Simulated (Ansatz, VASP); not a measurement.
**Zr in VASP and in Ansatz**

```
Zr
1.0
     4.72821    0.00000    0.00000
    -2.36410    4.09475    0.00000
     0.00000    0.00000    2.94736
Zr
3
Direct
  0.00000 0.00000 0.00000
  0.33333 0.66667 0.50000
  0.66667 0.33333 0.50000
```

Alike in both runs: functional PBE; k mesh 8 × 8 × 11; occupations fermi-dirac, width 0.08 eV; no spin polarisation.

Ansatz relaxed the structure, and its values are those at the end. VASP's run is a single point on that final structure, the one shown.

|  | VASP | Ansatz |
| --- | --- | --- |
| version | VASP 6.6.1 | Ansatz 0.2.0 |
| potentials or method | VASP PAW PBE potentials, release 64 (Zr_sv) | PAW with Ansatz's default frozen-core files, scalar-relativistic |
| plane-wave cutoff (eV) | 520 | 420 |
| valence electrons in the cell | 36 | 36 |

```tsv
	VASP	Ansatz	Ansatz less VASP
pressure (GPa)	26.1	26.0	-0.07
```

Caveats: so large a pressure means that the cell lies far from this level's equilibrium, or that cutoff or potentials fall short (VASP).
